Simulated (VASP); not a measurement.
CuAu:

```
Cu Au
1.0
     2.80000    0.00000    0.00000
     0.00000    2.80000    0.00000
     0.00000    0.00000    3.67000
Cu Au
1 1
Direct
  0.50000 0.50000 0.50000
  0.00000 0.00000 0.00000
```

- Program: VASP 6.6.1
- Task: relaxation of cell and atoms
- Functional: PBE
- Potentials or basis: VASP PAW PBE potentials, release 64 (Cu, Au)
- Cutoff: 600 eV
- k mesh: 16 × 16 × 12
- Occupations: gaussian, width 0.1 eV
- Spin: no spin polarisation

At the start: pressure 6.7 GPa; volume 14.39 Å³/atom.

Problem. How do energy, volume and symmetry change on relaxing?

Solution. Over 32 steps the energy falls by 14.3 meV/atom and the volume is 15.02 Å³/atom (+4.4 %); space group P4/mmm (No. 123, to 0.05 Å).

The path:
```csv
step,energy change (eV),largest force (eV/Å),pressure (GPa),volume (Å³)
1,0.0000,0.0000,6.74,28.77
2,-0.0040,0.0000,-5.15,31.37
3,-0.0265,0.0000,0.04,30.07
4,-0.0265,0.0000,-0.16,30.09
5,-0.0270,0.0000,-0.54,30.09
6,-0.0282,0.0000,-0.12,30.07
7,-0.0278,0.0000,0.27,30.03
8,-0.0285,0.0000,0.05,30.06
9,-0.0285,0.0000,-0.05,30.06
10,-0.0284,0.0000,-0.23,30.07
11,-0.0285,0.0000,-0.07,30.06
12,-0.0285,0.0000,0.15,30.01
13,-0.0285,0.0000,-0.06,30.05
14,-0.0285,0.0000,-0.25,30.04
15,-0.0285,0.0000,-0.35,30.02
16,-0.0285,0.0000,0.13,30.01
17,-0.0285,0.0000,0.33,30.02
18,-0.0285,0.0000,-0.40,30.02
19,-0.0285,0.0000,-0.04,30.01
20,-0.0285,0.0000,-0.07,30.01
21,-0.0285,0.0000,-0.07,30.01
22,-0.0285,0.0000,0.20,30.00
23,-0.0285,0.0000,0.37,30.01
24,-0.0285,0.0000,-0.13,30.01
25,-0.0285,0.0000,0.11,30.01
26,-0.0285,0.0000,0.33,30.01
27,-0.0285,0.0000,0.33,30.02
28,-0.0285,0.0000,0.42,30.03
29,-0.0285,0.0000,-0.16,30.06
30,-0.0285,0.0000,-0.32,30.06
31,-0.0285,0.0000,-0.37,30.04
32,-0.0285,0.0000,0.02,30.04
```

Final structure:
```xyz
2
Lattice="2.8696 0.0000 0.0000 0.0000 2.8696 0.0000 0.0000 0.0000 3.6478" Properties=species:S:1:pos:R:3 pbc="T T T"
Cu    1.4348    1.4348    1.8239
Au    0.0000    2.8696    0.0000
```
